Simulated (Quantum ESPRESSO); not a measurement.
# HfO2 under changes of volume

One of the cells (11.532 Å³/atom); the others are scaled copies at fixed shape and fractional positions:

```xyz
12
Lattice="5.1180 0.0000 0.0000 0.0000 5.1857 0.0000 -0.8587 0.0000 5.2139" Properties=species:S:1:pos:R:3 pbc="T T T"
Hf    0.8021    2.3870    3.6914
Hf    3.0279    4.9798    4.1294
Hf    3.4573    2.7987    1.5224
Hf    1.2314    0.2059    1.0845
O    -0.3473    0.8733    4.4146
O     4.1773    3.4661    3.4062
O     4.6066    4.3124    0.7993
O     0.0821    1.7196    1.8076
O     1.4549    3.8473    5.1101
O     2.3751    1.2544    2.7107
O     2.8045    1.3384    0.1038
O     1.8842    3.9313    2.5032
```

| Property | Result |
| --- | --- |
| Program | Quantum ESPRESSO 7.5 |
| Functional | PBEsol |
| Potentials or basis | GBRV 1.5 PBEsol |
| Cutoff | 612 eV |
| Density cutoff | 4898 eV |
| k mesh | 3 × 3 × 3 |
| Occupations | fermi-dirac, width 0.05 eV |
| Spin | no spin polarisation |

```tsv
volume (Å³/atom)	energy over the lowest point (meV/atom)	pressure (GPa)	gap on the mesh (eV)	largest force (eV/Å)
10.840	?	?	?	?
11.070	6.99	7.5	4.35	0.558
11.301	0.00	1.8	4.28	0.494
11.532	0.76	-3.3	4.21	0.439
11.762	8.49	-7.9	4.13	0.395
11.993	22.46	-12.0	4.07	0.361
12.223	42.11	-15.7	4.00	0.338
```

Problem. What does the run at 10.840 Å³/atom give?

Solution. Energy over the lowest point 22.62 meV/atom; pressure 13.8 GPa; gap on the mesh 4.42 eV; largest force 0.631 eV/Å.

Worked out: A Birch-Murnaghan fit of order 3 (a polynomial in V^(-2/3)) to the other rows has its minimum at 11.39 Å³/atom with B0 = V·E''(V) = 254 GPa and B' = 4.1 at fixed shape and positions, which overstates the stiffness. It gives 22.47 meV/atom at 10.840 Å³/atom, against the run's 22.62, and -dE/dV = 14.0 GPa, against 13.8. A straight line through the other rows of the gap, of slope -3.55 eV per unit of ln V, extrapolates to 4.43 eV, against the run's 4.42.

Energies are extrapolated to zero smearing.

Caveats: some runs use coarse meshes; spin-orbit coupling is left out, which moves the levels of the heavy elements; an odd mesh through Γ misses points on the zone boundary, where band edges often lie.
